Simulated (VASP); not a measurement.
# KI (Fm-3m) in VASP: a series of runs

One crystal, KI, is run at these levels: PBE0, PBE-EpsX; tasks: band structure.

Program: VASP 6.6.1. These are calculated values, not measurements. Logs are shortened: lines on timing, memory, paths and dates and some standing lists are left out, and cuts for length are marked.

**Measured values to compare with.**

A printed reference work, monograph reports, for a bulk crystal of KI: band gap 6.32 eV.

The runs below are set against these values where they give the same quantity.

## Step 1: The crystal as given

The structure is cubic, space group Fm-3m (No. 225). The conventional cell has a = 7.016 Å, b = 7.016 Å, c = 7.016 Å, α = 90.00°, β = 90.00°, γ = 90.00°. K (site symmetry m-3m) is surrounded by 6 I at 3.51 Å. I (site symmetry m-3m) is surrounded by 6 K at 3.51 Å.

## Step 2: Band structure, PBE0

POSCAR

```
KI                                      
1.0
    0.0000000000      3.5081227332      3.5081227332
    3.5081227332      0.0000000000      3.5081227332
    3.5081227332      3.5081227332      0.0000000000
  K               I             
     1     1
Direct
     0.0000000000000000    0.0000000000000000    0.0000000000000000
     0.5000000000000000    0.5000000000000000    0.5000000000000000
```

INCAR.step1

```
SYSTEM = KI
PREC = Accurate
ENCUT = 520
EDIFF = 1E-5
ISMEAR = 0
SIGMA = 0.03
LREAL = .False.
LASPH = .True.
NELM = 80
ALGO = Normal
ISIF = 2
LWAVE = .True.
LCHARG = .False.
KPAR = 4
GGA = PE
```

INCAR.step2

```
SYSTEM = KI
PREC = Accurate
ENCUT = 520
EDIFF = 1E-7
ISMEAR = 0
SIGMA = 0.03
LREAL = .False.
LASPH = .True.
NELM = 80
ALGO = Normal
ISIF = 2
LWAVE = .False.
LCHARG = .False.
GGA = PE
LHFCALC = .True.
AEXX = 0.25
PRECFOCK = Fast
HFRCUT = -1
KPAR = 4
ISTART = 1
```

KPOINTS

```
Automatic mesh
0
Gamma
  4 4 4
  0 0 0
```

KPOINTS_OPT

```
explicit points
6
Reciprocal
 0.0000000000  0.0000000000  0.0000000000 1
 0.3750000000  0.3750000000  0.7500000000 1
 0.5000000000  0.5000000000  0.5000000000 1
 0.6250000000  0.2500000000  0.6250000000 1
 0.5000000000  0.2500000000  0.7500000000 1
 0.5000000000  0.0000000000  0.5000000000 1
```

Potentials or basis: VASP PAW PBE potentials, release 64 (K_sv, I).

Launch:

```
cat potpaw_PBE.64/K_sv/POTCAR potpaw_PBE.64/I/POTCAR > POTCAR
cp INCAR.step1 INCAR
mpirun -np 4 vasp_std > vasp.out
cp INCAR.step2 INCAR
mpirun -np 4 vasp_std > vasp.out
```

OUTCAR:

```text
SYSTEM = KI
   PREC = Accurate
   ENCUT = 520
   EDIFF = 1E-7
   ISMEAR = 0
   LREAL = .False.
   LASPH = .True.
   NELM = 80
   ISIF = 2
   GGA = PE
   LHFCALC = .True.
   AEXX = 0.25
   PRECFOCK = Fast
   ISTART = 1

 ion  position               nearest neighbor table
   1  0.000  0.000  0.000-   2 3.51   2 3.51   2 3.51   2 3.51   2 3.51   2 3.51
   2  0.500  0.500  0.500-   1 3.51   1 3.51   1 3.51   1 3.51   1 3.51   1 3.51

  LATTYP: Found a face centered cubic cell.
 ALAT       =     7.0162454664

  Lattice vectors:

 A1 = (   0.0000000000,   3.5081227332,   3.5081227332)
 A2 = (   3.5081227332,   0.0000000000,   3.5081227332)
 A3 = (   3.5081227332,   3.5081227332,   0.0000000000)

Analysis of symmetry for initial positions (statically):
=====================================================================
 Subroutine PRICEL returns:
 Original cell was already a primitive cell.

 Routine SETGRP: Setting up the symmetry group for a
 face centered cubic supercell.

 Subroutine GETGRP returns: Found 48 space group operations
 (whereof 48 operations were pure point group operations)
 out of a pool of 48 trial point group operations.

The static configuration has the point symmetry O_h .

Analysis of symmetry for dynamics (positions and initial velocities):
=====================================================================
 Subroutine PRICEL returns:
 Original cell was already a primitive cell.

 Routine SETGRP: Setting up the symmetry group for a
 face centered cubic supercell.

 Subroutine GETGRP returns: Found 48 space group operations
 (whereof 48 operations were pure point group operations)
 out of a pool of 48 trial point group operations.

The dynamic configuration has the point symmetry O_h .

 Subroutine INISYM returns: Found 48 space group operations
 (whereof 48 operations are pure point group operations),
 and found     1 'primitive' translations

----------------------------------------------------------------------------------------

                                     Primitive cell

  volume of cell :      86.3484

  direct lattice vectors                    reciprocal lattice vectors
     0.000000000  3.508122733  3.508122733    -0.142526370  0.142526370  0.142526370
     3.508122733  0.000000000  3.508122733     0.142526370 -0.142526370  0.142526370
     3.508122733  3.508122733  0.000000000     0.142526370  0.142526370 -0.142526370

  length of vectors
     4.961234748  4.961234748  4.961234748     0.246862915  0.246862915  0.246862915

  position of ions in fractional coordinates (direct lattice)
     0.000000000  0.000000000  0.000000000
     0.500000000  0.500000000  0.500000000

  ion indices of the primitive-cell ions
   primitive index   ion index
                 1           1
                 2           2

----------------------------------------------------------------------------------------

 KPOINTS: Automatic mesh

Automatic generation of k-mesh.
 Grid dimensions read from file:
 generate k-points for:    4    4    4

 Generating k-lattice:

  Cartesian coordinates                     Fractional coordinates (reciprocal lattice)
    -0.035631593  0.035631593  0.035631593     0.250000000  0.000000000  0.000000000
     0.035631593 -0.035631593  0.035631593     0.000000000  0.250000000  0.000000000
     0.035631593  0.035631593 -0.035631593     0.000000000  0.000000000  0.250000000

  Length of vectors
     0.061715729  0.061715729  0.061715729

  Shift w.r.t. Gamma in fractional coordinates (k-lattice)
     0.000000000  0.000000000  0.000000000

 Subroutine IBZKPT returns following result:
 ===========================================

 Found      8 irreducible k-points:

 Following reciprocal coordinates:
            Coordinates               Weight
  0.000000  0.000000  0.000000      1.000000
  0.250000  0.000000  0.000000      8.000000
  0.500000  0.000000  0.000000      4.000000
  0.250000  0.250000  0.000000      6.000000
  0.500000  0.250000  0.000000     24.000000
 -0.250000  0.250000  0.000000     12.000000
  0.500000  0.500000  0.000000      3.000000
 -0.250000  0.500000  0.250000      6.000000
   k-points           NKPTS =      8   k-points in BZ     NKDIM =     64   number of bands    NBANDS=     12
   number of dos      NEDOS =    301   number of ions     NIONS =      2
   total plane-waves  NPLWV =  64000
   dimension x,y,z NGX =    40 NGY =   40 NGZ =   40
   dimension x,y,z NGXF=    80 NGYF=   80 NGZF=   80
   ions per type =               1   1
   NGX,Y,Z   is equivalent  to a cutoff of  13.40, 13.40, 13.40 a.u.
   NGXF,Y,Z  is equivalent  to a cutoff of  26.81, 26.81, 26.81 a.u.
 SYSTEM =  KI
   PREC   = accura    normal or accurate (medium, high low for compatibility)
   ISTART =      1    job   : 0-new  1-cont  2-samecut
   ICHARG =      0    charge: 1-file 2-atom 10-const
   ISPIN  =      1    spin polarized calculation?
   LNONCOLLINEAR =      F non collinear calculations
   LSORBIT =      F    spin-orbit coupling
   LASPH  =      T    aspherical Exc in radial PAW
   ENCUT  =  520.0 eV  38.22 Ry    6.18 a.u.   9.22  9.22  9.22*2*pi/ulx,y,z
   NELM   =     80;   NELMIN=  2; NELMDL=  0     # of ELM steps
   EDIFF  = 0.1E-06   stopping-criterion for ELM
   LREAL  =      F    real-space projection
   EDIFFG = 0.1E-05   stopping-criterion for IOM
   NSW    =      0    number of steps for IOM
   IBRION =     -1    ionic relax: 0-MD 1-quasi-New 2-CG
   NFREE  =      0    steps in history (QN), initial steepest desc. (CG)
   ISIF   =      2    stress and relaxation
   ISYM   =      3    0-nonsym 1-usesym 2-fastsym
   POTIM  = 0.5000    time-step for ionic-motion
   TEBEG  =    0.0;   TEEND  =   0.0 temperature during run
   PSTRESS=    0.0 pullay stress
   NELECT =      16.0000    total number of electrons
   NUPDOWN=      -1.0000    fix difference up-down
   EMIN   =  10.00;   EMAX   =-10.00  energy-range for DOS
   EFERMI =   0.00;   METHOD = LEGACY
   ISMEAR =     0;   SIGMA  =   0.03  broadening in eV -4-tet -1-fermi 0-gaus
   EFERMI_NEDOS =   21; number of points for ismear=-14 and -15
   IALGO  =     38    algorithm
   IMIX   =      1    mixing-type and parameters
     AMIX     =   0.40;   BMIX     =  1.00
     AMIX_MAG =   1.60;   BMIX_MAG =  1.00
  volume/ion in A,a.u.               =      43.17       291.35
  Fermi-wavevector in a.u.,A,eV,Ry     =   0.933319  1.763717 11.851819  0.871084
  Thomas-Fermi vector in A             =   2.060008
   LORBIT       =      0    0 simple, 1 ext, 2 COOP (PROOUT), +10 PAW based schemes
   GGA     = PE    functional components
   LHFCALC =     T    Hartree Fock is set to
   PRECFOCK=fast      Normal, Fast or Accurate (Low or Medium for compatibility)
   ENCUT4O =  -1.0   cutoff for four orbital integrals eV
   NKREDX  =     1    reduce k-point grid by
   NKREDY  =     1    reduce k-point grid by
   NKREDZ  =     1    reduce k-point grid by
   AEXX    =    0.2500 exact exchange contribution
   HFSCREEN=    0.0000 screening length (either q_TF or 0.3 A-1)
   HFSCREENC=   0.0000 screening length for correlation (either q_TF or 0.3 A-1)
   ENCUTFOCK=  -1.0 apply spherical cutoff to Coloumb kernel
   IVDW    =     0    specifies the selected vdW correction
   LEPSILON=     F    determine dielectric tensor
   LRPA    =     F    only Hartree local field effects (RPA)
 non-spin polarized calculation
 Gauss-broadening in eV      SIGMA  =   0.03
  energy-cutoff  :      520.00
  volume of cell :       86.35
 maximum number of plane-waves:      2346
 NGX is ok and might be reduce to    40
  NGX = 20; NGY = 20; NGZ = 20

 number of electron      15.9999999 magnetization

 Free energy of the ion-electron system (eV)
  ---------------------------------------------------
  ext. energy  EPLUGINS =         0.00000000
  ---------------------------------------------------
  free energy    TOTEN  =        -6.88955558 eV

  energy without entropy =       -6.88955558  energy(sigma->0) =       -6.88955558

 E-fermi :  -1.2013     XC(G=0):  -5.7374

 val. band max:       -1.4099368372   @ k =   0.0000   0.0000   0.0000
 cond. band min:       4.2906424417   @ k =   0.0000   0.0000   0.0000
 fundamental gap:      5.7005792789
 Fermi energy:        -1.2012614263

 k-point     1 :       0.0000    0.0000    0.0000
  band No.  band energies     occupation
      1     -32.2519      2.00000
      2     -14.3758      2.00000
      3     -14.3758      2.00000
      4     -14.3758      2.00000
      5     -12.8833      2.00000
      6      -1.4099      2.00000
      7      -1.4099      2.00000
      8      -1.4099      2.00000
      9       4.2906      0.00000
     10       6.9613      0.00000
     11       6.9613      0.00000
     12       6.9613      0.00000

 k-point     2 :       0.2500    0.0000    0.0000
  band No.  band energies     occupation
      1     -32.2508      2.00000
      2     -14.4763      2.00000
      3     -14.3767      2.00000
      4     -14.3767      2.00000
      5     -12.7004      2.00000
      6      -2.2491      2.00000
      7      -1.6072      2.00000
      8      -1.6072      2.00000
      9       5.4150      0.00000
     10       7.0134      0.00000
     11       7.6186      0.00000
     12       7.6186      0.00000

 k-point     3 :       0.5000    0.0000    0.0000
  band No.  band energies     occupation
      1     -32.2495      2.00000
      2     -14.5610      2.00000
      3     -14.3773      2.00000
      4     -14.3773      2.00000
      5     -12.5320      2.00000
      6      -2.8956      2.00000
      7      -1.7892      2.00000
      8      -1.7892      2.00000
      9       5.8091      0.00000
     10       8.3145      0.00000
     11       8.6144      0.00000
     12       8.6144      0.00000
[... 46 lines left out ...]
 k-point     7 :       0.5000    0.5000    0.0000
  band No.  band energies     occupation
      1     -32.2487      2.00000
      2     -14.4293      2.00000
      3     -14.3974      2.00000
      4     -14.3974      2.00000
      5     -12.7046      2.00000
      6      -2.5504      2.00000
      7      -1.8311      2.00000
      8      -1.8311      2.00000
      9       5.2051      0.00000
     10       6.2033      0.00000
     11       8.8468      0.00000
     12       9.3640      0.00000

 k-point     8 :      -0.2500    0.5000    0.2500
  band No.  band energies     occupation
      1     -32.2488      2.00000
      2     -14.4394      2.00000
      3     -14.4132      2.00000
      4     -14.4132      2.00000
      5     -12.6270      2.00000
      6      -2.2377      2.00000
      7      -2.2377      2.00000
      8      -2.0805      2.00000
      9       6.8667      0.00000
     10       6.8667      0.00000
     11       7.1459      0.00000
     12       8.8643      0.00000

------------------------ aborting loop because EDIFF is reached ----------------------------------------

  FORCE on cell =-STRESS in cart. coord.  units (eV):
  Direction    XX          YY          ZZ          XY          YZ          ZX
  --------------------------------------------------------------------------------------
  -------------------------------------------------------------------------------------
  Total        0.3669804      0.3669804      0.3669804      0.0000000      0.0000000      0.0000000
  in kB        6.8092470      6.8092470      6.8092470      0.0000000      0.0000000      0.0000000
  external PRESSURE =       6.8092470 kB  Pullay stress =       0.0000000 kB

 VOLUME and BASIS-vectors are now :
 -----------------------------------------------------------------------------
  energy-cutoff  :      520.00
  volume of cell :       86.35
      direct lattice vectors                 reciprocal lattice vectors
     0.000000000  3.508122733  3.508122733    -0.142526370  0.142526370  0.142526370
     3.508122733  0.000000000  3.508122733     0.142526370 -0.142526370  0.142526370
     3.508122733  3.508122733  0.000000000     0.142526370  0.142526370 -0.142526370

 POSITION                                       TOTAL-FORCE (eV/Angst)
 -----------------------------------------------------------------------------------
      0.00000      0.00000      0.00000         0.000000      0.000000     -0.000000
      3.50812      3.50812      3.50812         0.000000     -0.000000      0.000000
 -----------------------------------------------------------------------------------
    total drift:                                0.000000      0.000000      0.000000

  FREE ENERGIE OF THE ION-ELECTRON SYSTEM (eV)
  ---------------------------------------------------
  free  energy   TOTEN  =        -6.8895555760 eV

  energy  without entropy=       -6.8895555760  energy(sigma->0) =       -6.88955558
```

Run time: 52 s. Hardware: 4 MPI ranks of Intel Xeon 6975P-C (Granite Rapids), shared host; peak memory 0.24 GiB.

Results:

* Free energy: -6.8896 eV
* Pressure: 0.7 GPa
* Band gap on the k mesh: 5.70 eV, direct
* Band gap along the path: 5.70 eV, direct

Caveat: the PAW data sets were made with another functional, which shifts forces and pressure a little; spin-orbit coupling is left out, which moves the levels of the heavy elements.

## Step 3: Band structure, PBE-EpsX

POSCAR is that of step 2.

INCAR.step1

```
SYSTEM = KI
PREC = Accurate
ENCUT = 520
EDIFF = 1E-8
ISMEAR = 0
SIGMA = 0.03
LREAL = .False.
LASPH = .True.
NELM = 80
ALGO = Normal
ISIF = 2
LWAVE = .False.
LCHARG = .False.
KPAR = 4
GGA = PE
LEPSILON = .True.
```

KPOINTS.step1

```
Automatic mesh
0
G
  8 8 8
  0 0 0
```

INCAR.step2

```
SYSTEM = KI
PREC = Accurate
ENCUT = 520
EDIFF = 1E-5
ISMEAR = 0
SIGMA = 0.03
LREAL = .False.
LASPH = .True.
NELM = 80
ALGO = Normal
ISIF = 2
LWAVE = .True.
LCHARG = .False.
KPAR = 4
GGA = PE
```

KPOINTS.step2

```
Automatic mesh
0
Gamma
  4 4 4
  0 0 0
```

INCAR.step3

```
SYSTEM = KI
PREC = Accurate
ENCUT = 520
EDIFF = 1E-7
ISMEAR = 0
SIGMA = 0.03
LREAL = .False.
LASPH = .True.
NELM = 80
ALGO = Normal
ISIF = 2
LWAVE = .False.
LCHARG = .False.
GGA = PE
LHFCALC = .True.
AEXX = 0.3441
PRECFOCK = Fast
HFRCUT = -1
KPAR = 4
ISTART = 1
```

KPOINTS.step3

```
Automatic mesh
0
Gamma
  4 4 4
  0 0 0
```

KPOINTS_OPT is that of step 2.

Potentials or basis: VASP PAW PBE potentials, release 64 (K_sv, I).

Launch:

```
cat potpaw_PBE.64/K_sv/POTCAR potpaw_PBE.64/I/POTCAR > POTCAR
cp INCAR.step1 INCAR
cp KPOINTS.step1 KPOINTS
mpirun -np 4 vasp_std > vasp.out
cp INCAR.step2 INCAR
cp KPOINTS.step2 KPOINTS
mpirun -np 4 vasp_std > vasp.out
cp INCAR.step3 INCAR
cp KPOINTS.step3 KPOINTS
mpirun -np 4 vasp_std > vasp.out
```

OUTCAR:

```text
SYSTEM = KI
   PREC = Accurate
   ENCUT = 520
   EDIFF = 1E-7
   ISMEAR = 0
   LREAL = .False.
   LASPH = .True.
   NELM = 80
   ISIF = 2
   GGA = PE
   LHFCALC = .True.
   AEXX = 0.3441
   PRECFOCK = Fast
   ISTART = 1

 ion  position               nearest neighbor table
   1  0.000  0.000  0.000-   2 3.51   2 3.51   2 3.51   2 3.51   2 3.51   2 3.51
   2  0.500  0.500  0.500-   1 3.51   1 3.51   1 3.51   1 3.51   1 3.51   1 3.51

  LATTYP: Found a face centered cubic cell.
 ALAT       =     7.0162454664

  Lattice vectors:

 A1 = (   0.0000000000,   3.5081227332,   3.5081227332)
 A2 = (   3.5081227332,   0.0000000000,   3.5081227332)
 A3 = (   3.5081227332,   3.5081227332,   0.0000000000)

Analysis of symmetry for initial positions (statically):
=====================================================================
 Subroutine PRICEL returns:
 Original cell was already a primitive cell.

 Routine SETGRP: Setting up the symmetry group for a
 face centered cubic supercell.

 Subroutine GETGRP returns: Found 48 space group operations
 (whereof 48 operations were pure point group operations)
 out of a pool of 48 trial point group operations.
[... 167 lines left out ...]
      3     -15.1703      2.00000
      4     -15.1703      2.00000
      5     -13.6536      2.00000
      6      -1.8354      2.00000
      7      -1.8354      2.00000
      8      -1.8354      2.00000
      9       4.5161      0.00000
     10       7.2487      0.00000
     11       7.2487      0.00000
     12       7.2487      0.00000
[... 91 lines left out ...]
 k-point     8 :      -0.2500    0.5000    0.2500
  band No.  band energies     occupation
      1     -33.5575      2.00000
      2     -15.2361      2.00000
      3     -15.2084      2.00000
      4     -15.2084      2.00000
      5     -13.3837      2.00000
      6      -2.6882      2.00000
      7      -2.6882      2.00000
      8      -2.5209      2.00000
      9       7.1232      0.00000
     10       7.1232      0.00000
     11       7.4315      0.00000
     12       9.1836      0.00000

------------------------ aborting loop because EDIFF is reached ----------------------------------------

  FORCE on cell =-STRESS in cart. coord.  units (eV):
  Direction    XX          YY          ZZ          XY          YZ          ZX
  --------------------------------------------------------------------------------------
  -------------------------------------------------------------------------------------
  Total        0.3162607      0.3162607      0.3162607      0.0000000      0.0000000      0.0000000
  in kB        5.8681534      5.8681534      5.8681534      0.0000000      0.0000000      0.0000000
  external PRESSURE =       5.8681534 kB  Pullay stress =       0.0000000 kB

 VOLUME and BASIS-vectors are now :
 -----------------------------------------------------------------------------
  energy-cutoff  :      520.00
  volume of cell :       86.35
      direct lattice vectors                 reciprocal lattice vectors
     0.000000000  3.508122733  3.508122733    -0.142526370  0.142526370  0.142526370
     3.508122733  0.000000000  3.508122733     0.142526370 -0.142526370  0.142526370
     3.508122733  3.508122733  0.000000000     0.142526370  0.142526370 -0.142526370

 POSITION                                       TOTAL-FORCE (eV/Angst)
 -----------------------------------------------------------------------------------
      0.00000      0.00000      0.00000         0.000000     -0.000000     -0.000000
      3.50812      3.50812      3.50812         0.000000      0.000000      0.000000
 -----------------------------------------------------------------------------------
    total drift:                                0.000000      0.000000      0.000000

  FREE ENERGIE OF THE ION-ELECTRON SYSTEM (eV)
  ---------------------------------------------------
  free  energy   TOTEN  =        -7.4173789874 eV

  energy  without entropy=       -7.4173789874  energy(sigma->0) =       -7.41737899
```

It took 3.1 min on 4 MPI ranks of Intel Xeon 6975P-C (Granite Rapids), shared host; peak memory 0.38 GiB.

What came out:

| Quantity | Value |
| --- | --- |
| Free energy | -7.4174 eV |
| Pressure | 0.6 GPa |
| Band gap on the k mesh | 6.35 eV, direct |
| Band gap along the path | 6.35 eV, direct |

Levels at points of the mesh, in eV from the valence-band top:
```tsv
k point	band 4	band 5	band 6	band 7	band 8	band 9	band 10	band 11	band 12
(0.00, 0.00, 0.00)	-13.33	-11.82	0.00	0.00	0.00	6.35	9.08	9.08	9.08
(0.50, 0.00, 0.00)	-13.34	-11.45	-1.52	-0.39	-0.39	7.86	10.46	10.72	10.72
(0.50, 0.50, 0.00)	-13.36	-11.63	-1.18	-0.44	-0.44	7.27	8.30	11.07	11.46
```

Caveat: the PAW data sets were made with another functional, which shifts forces and pressure a little; spin-orbit coupling is left out, which moves the levels of the heavy elements.

## Step 4: Against experiment

Step 2. A measured gap of KI is 6.32 eV (a printed reference work, monograph); the calculated 5.70 eV misses it by -0.62 eV. Spin-orbit coupling on I is left out. The value is that of PBE0, without temperature or zero-point motion.

Step 3. A measured gap of KI is 6.32 eV (a printed reference work, monograph); the calculated 6.35 eV misses it by +0.03 eV. Spin-orbit coupling on I is left out. The value is that of PBE-EpsX, without temperature or zero-point motion.
